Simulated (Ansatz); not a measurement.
**PbSe (rocksalt type): optics runs under varied settings**

Aim: run 1 optics input for PbSe (rocksalt type) as typed, and read from each log whether it ends well.

Method: plane waves, PAW; settings as the input shows, in Ansatz 0.2.0.

## 1. The system as given

The structure is cubic, space group Fm-3m (No. 225). Conventional cell: a = 6.177 Å, b = 6.177 Å, c = 6.177 Å, α = 90.00°, β = 90.00°, γ = 90.00°. Around Pb (site symmetry m-3m) lie 6 Se at 3.09 Å. Se (site symmetry m-3m) has 6 Pb at 3.09 Å as nearest neighbours.

As a file:

```
CELL_PARAMETERS angstrom
0.00000 3.08870 3.08870
3.08870 0.00000 3.08870
3.08870 3.08870 0.00000
ATOMIC_POSITIONS crystal
Pb 0.00000 0.00000 0.00000
Se 0.50000 0.50000 0.50000
```

Cell and atoms come from an earlier r2SCAN relaxation. No run includes spin-orbit coupling, which matters for Pb.

For scale, an earlier run with the standard settings (PBE, 6×6×6, gaussian width 0.1 eV, scissors 0 eV) gave ε∞ 21.53; tallest peak of ε₂: 52.5 at 2.55 eV.

## 2. Run 1

File input.yaml:

```yaml
crystal:
  lattice:
    - [0.0, 3.0887022202, 3.0887022202]
    - [3.0887022202, 0.0, 3.0887022202]
    - [3.0887022202, 3.0887022202, 0.0]
  atoms:
    - { symbol: Pb, position: [0.0, 0.0, 0.0] }
    - { symbol: Se, position: [0.5, 0.5, 0.5] }
kpoints:
  mp_grid: { grid: [4, 4, 4] }
hamiltonian:
  xc: pbesol
scf:
  occupations: { method: fixed }
output:
  optics:
    e_range: [12, 0]
    de: 0.1
    sigma: 0.05
    scissors: 1.0
    scheme: gaussian
    bands: scf
```

Run with:

```
> ansatz run input.yaml --threads 4 --pin off --max-ram 3686MiB --backend cpu --events-out ev --progress --plain --runs-dir out
```

Standard output:

```text
Error: invalid value for `output.optics.e_range`: [12, 0] eV must be finite with min < max
```

Wall time 0.13 s (4 threads of Arm Neoverse V1, shared host); peak memory 0.089 GiB.

**Diagnosis.** Refused before any calculation. The photon range runs backwards. Fix: put the lower energy first.

## 3. Summary

```tsv
run	settings	ended	fault	time
1	PBEsol, 4×4×4, gaussian width 0.05 eV, scissors 1 eV	refused	the photon range runs backwards	0.13 s
```

**Reading.** 1 refused. No run passed without a fault or warning, so no result is quoted.
